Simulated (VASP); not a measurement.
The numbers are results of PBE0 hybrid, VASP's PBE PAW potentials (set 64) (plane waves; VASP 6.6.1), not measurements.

Input for VASP

**INCAR**
```
SYSTEM  =  LiI
PREC  =  Accurate; ENCUT  =  520; LREAL  =  .FALSE.
LASPH  =  .TRUE.; ISYM  =  3
EDIFF  =  1E-6; NELM  =  60; ALGO  =  Normal
LMAXMIX  =  4
ISMEAR  =  0; SIGMA  =  0.05
GGA  =  PE; LHFCALC  =  .TRUE.; AEXX  =  0.25
HFRCUT  =  -1; PRECFOCK  =  Fast
ISIF  =  2
LWAVE  =  .FALSE.; LCHARG  =  .FALSE.
```

### KPOINTS
```
kpoints
0
Gamma
 6 6 6
```

### POSCAR
```
LiI
1
    0.0000000000     3.0398039185     3.0398039185
    3.0398039185     0.0000000000     3.0398039185
    3.0398039185     3.0398039185     0.0000000000
Li I
1 1
Direct
  0.0000000000   0.0000000000   0.0000000000
  0.5000000000   0.5000000000   0.5000000000
```

POTCAR, in this order: Li_sv I (PBE.64 set). Program: vasp_std. Read from the step before: WAVECAR.

What VASP printed:

### OUTCAR
```
 ion  position               nearest neighbor table
   1  0.000  0.000  0.000-   2 3.04   2 3.04   2 3.04   2 3.04   2 3.04   2 3.04
   2  0.500  0.500  0.500-   1 3.04   1 3.04   1 3.04   1 3.04   1 3.04   1 3.04
  LATTYP: Found a face centered cubic cell.
 ALAT       =     6.0796078370
 Subroutine PRICEL returns:
 Original cell was already a primitive cell.
 Subroutine GETGRP returns: Found 48 space group operations
The static configuration has the point symmetry O_h .
The dynamic configuration has the point symmetry O_h .
 Subroutine INISYM returns: Found 48 space group operations
 Subroutine IBZKPT returns following result:
 Found     16 irreducible k-points:

 Following reciprocal coordinates:
            Coordinates               Weight
  0.000000  0.000000  0.000000      1.000000
  0.166667  0.000000  0.000000      8.000000
  0.333333  0.000000  0.000000      8.000000
  0.500000  0.000000  0.000000      4.000000
  0.166667  0.166667  0.000000      6.000000
  0.333333  0.166667  0.000000     24.000000
  0.500000  0.166667  0.000000     24.000000
 -0.333333  0.166667  0.000000     24.000000
 -0.166667  0.166667  0.000000     12.000000
  0.333333  0.333333  0.000000      6.000000
  0.500000  0.333333  0.000000     24.000000
 -0.333333  0.333333  0.000000     12.000000
  0.500000  0.500000  0.000000      3.000000
  0.500000  0.333333  0.166667     24.000000
 -0.333333  0.333333  0.166667     24.000000
 -0.333333  0.500000  0.166667     12.000000
 Subroutine IBZKPT_HF returns following result:
   k-points           NKPTS =     16   k-points in BZ     NKDIM =    216   number of bands    NBANDS=      9
   number of dos      NEDOS =    301   number of ions     NIONS =      2
   total plane-waves  NPLWV =  32768
   dimension x,y,z NGX =    32 NGY =   32 NGZ =   32
   dimension x,y,z NGXF=    64 NGYF=   64 NGZF=   64
   ions per type =               1   1
   PREC   = accura    normal or accurate (medium, high low for compatibility)
   ISTART =      1    job   : 0-new  1-cont  2-samecut
   ICHARG =      0    charge: 1-file 2-atom 10-const
   ISPIN  =      1    spin polarized calculation?
   LNONCOLLINEAR =      F non collinear calculations
   LSORBIT =      F    spin-orbit coupling
   INIWAV =      1    electr: 0-lowe 1-rand  2-diag
   ENCUT  =  520.0 eV  38.22 Ry    6.18 a.u.   7.99  7.99  7.99*2*pi/ulx,y,z
   NELM   =     60;   NELMIN=  2; NELMDL=  0     # of ELM steps
   EDIFF  = 0.1E-05   stopping-criterion for ELM
   LREAL  =      F    real-space projection
   NLSPLINE    = F    spline interpolate recip. space projectors
   LMAXMIX     =    4 max onsite mixed and CHGCAR
   VOSKOWN=      0    Vosko Wilk Nusair interpolation
   EDIFFG = 0.1E-04   stopping-criterion for IOM
   NSW    =      0    number of steps for IOM
   NBLOCK =      1;   KBLOCK =      1    inner block; outer block
   IBRION =     -1    ionic relax: 0-MD 1-quasi-New 2-CG
   NFREE  =      0    steps in history (QN), initial steepest desc. (CG)
   ISIF   =      2    stress and relaxation
   ISYM   =      3    0-nonsym 1-usesym 2-fastsym
   TEIN   =    0.0    initial temperature
   TEBEG  =    0.0;   TEEND  =   0.0 temperature during run
   SMASS  =  -3.00    Nose mass-parameter (am)
   PSTRESS=    0.0 pullay stress
   NELECT =      10.0000    total number of electrons
   EFERMI =   0.00;   METHOD = LEGACY
   ISMEAR =     0;   SIGMA  =   0.05  broadening in eV -4-tet -1-fermi 0-gaus
   IALGO  =     38    algorithm
   LDIAG  =      T    sub-space diagonalisation (order eigenvalues)
   IMIX   =      1    mixing-type and parameters
     AMIX     =   0.40;   BMIX     =  1.00
     AMIX_MAG =   1.60;   BMIX_MAG =  1.00
     AMIN     =   0.10
   GGA     = PE    functional components
   VOSKOWN =     0    Vosko Wilk Nusair interpolation
...
```

OSZICAR:
```
       N       E                     dE             d eps       ncg     rms          rms(c)
DAV:   1    -0.716841624160E+01   -0.71684E+01   -0.36354E-01   288   0.528E+00    0.361E+00
DAV:   2    -0.717144879350E+01   -0.30326E-02   -0.99925E-03   379   0.104E+00    0.236E+00
DAV:   3    -0.717109139913E+01    0.35739E-03   -0.43972E-04   393   0.196E-01    0.137E+00
DAV:   4    -0.717091441594E+01    0.17698E-03   -0.55953E-05   315   0.608E-02    0.792E-01
DAV:   5    -0.717084935467E+01    0.65061E-04   -0.23016E-05   308   0.379E-02    0.462E-01
DAV:   6    -0.717082728720E+01    0.22067E-04   -0.94229E-06   316   0.246E-02    0.270E-01
DAV:   7    -0.717082031519E+01    0.69720E-05   -0.38146E-06   331   0.152E-02    0.157E-01
DAV:   8    -0.717081836452E+01    0.19507E-05   -0.14879E-06   299   0.949E-03    0.918E-02
DAV:   9    -0.717081796057E+01    0.40395E-06   -0.47061E-07   167   0.568E-03
   1 F= -.71708180E+01 E0= -.71708180E+01  d E =-.707069E-13
```

File OUTCAR:
```
------------------------ aborting loop because EDIFF is reached ----------------------------------------
  FORCE on cell =-STRESS in cart. coord.  units (eV):
  Direction    XX          YY          ZZ          XY          YZ          ZX
  --------------------------------------------------------------------------------------
  Total       -0.3359720     -0.3359720     -0.3359720      0.0000000      0.0000000      0.0000000
  in kB       -9.5817977     -9.5817977     -9.5817977      0.0000000      0.0000000      0.0000000
  external PRESSURE =      -9.5817977 kB  Pullay stress =       0.0000000 kB
  volume of cell :       56.18
      direct lattice vectors                 reciprocal lattice vectors
     0.000000000  3.039803919  3.039803919    -0.164484294  0.164484294  0.164484294
     3.039803919  0.000000000  3.039803919     0.164484294 -0.164484294  0.164484294
     3.039803919  3.039803919  0.000000000     0.164484294  0.164484294 -0.164484294
 POSITION                                       TOTAL-FORCE (eV/Angst)
 -----------------------------------------------------------------------------------
      0.00000      0.00000      0.00000         0.000000     -0.000000     -0.000000
      3.03980      3.03980      3.03980         0.000000      0.000000      0.000000
 -----------------------------------------------------------------------------------
    total drift:                               -0.000000     -0.000000     -0.000000
  FREE ENERGIE OF THE ION-ELECTRON SYSTEM (eV)
  ---------------------------------------------------
  free  energy   TOTEN  =        -7.1708179606 eV

  energy  without entropy=       -7.1708179606  energy(sigma->0) =       -7.17081796

  exchange ACFDT corr.  =         0.00000000  see jH, gK, PRB 81, 115126
```
(Selected blocks of OUTCAR.)

File OUTCAR:
```
 val. band max:        0.7929470323   @ k =   0.0000   0.0000   0.0000

 cond. band min:       6.5991985521   @ k =   0.0000   0.0000   0.0000


 Fermi energy:         1.0297758526

 k-point     1 :       0.0000    0.0000    0.0000
  band No.  band energies     occupation
      1     -47.7381      2.00000
      2     -11.7958      2.00000
      3       0.7929      2.00000
      4       0.7929      2.00000
      5       0.7929      2.00000
      6       6.5992      0.00000
      7      10.8596      0.00000
      8      10.8596      0.00000
      9      10.8596      0.00000

 k-point     2 :       0.1667    0.0000    0.0000
  band No.  band energies     occupation
      1     -47.7381      2.00000
      2     -11.6715      2.00000
      3      -0.2226      2.00000
      4       0.7147      2.00000
      5       0.7147      2.00000
      6       7.3293      0.00000
      7      10.2610      0.00000
      8      10.4189      0.00000
      9      10.4189      0.00000

 k-point     3 :       0.3333    0.0000    0.0000
  band No.  band energies     occupation
      1     -47.7380      2.00000
      2     -11.3997      2.00000
      3      -1.7115      2.00000
      4       0.5724      2.00000
      5       0.5724      2.00000
      6       7.2746      0.00000
      7       9.2208      0.00000
      8       9.2208      0.00000
      9      11.6073      0.00000

 k-point     4 :       0.5000    0.0000    0.0000
  band No.  band energies     occupation
      1     -47.7379      2.00000
      2     -11.2484      2.00000
      3      -2.3331      2.00000
      4       0.5070      2.00000
      5       0.5070      2.00000
      6       7.0244      0.00000
      7       8.7876      0.00000
      8       8.7876      0.00000
      9      12.3559      0.00000

 k-point     5 :       0.1667    0.1667    0.0000
  band No.  band energies     occupation
      1     -47.7381      2.00000
      2     -11.6286      2.00000
      3      -0.1188      2.00000
...
```

Unless said otherwise, spin-orbit coupling is left out, though it shifts the bands of the heavy elements here.

The compound is LiI in the rock salt structure. This cell is one point of a volume scan, at 1.03 of the reference volume. The cell's shape comes from a PBE relaxation.
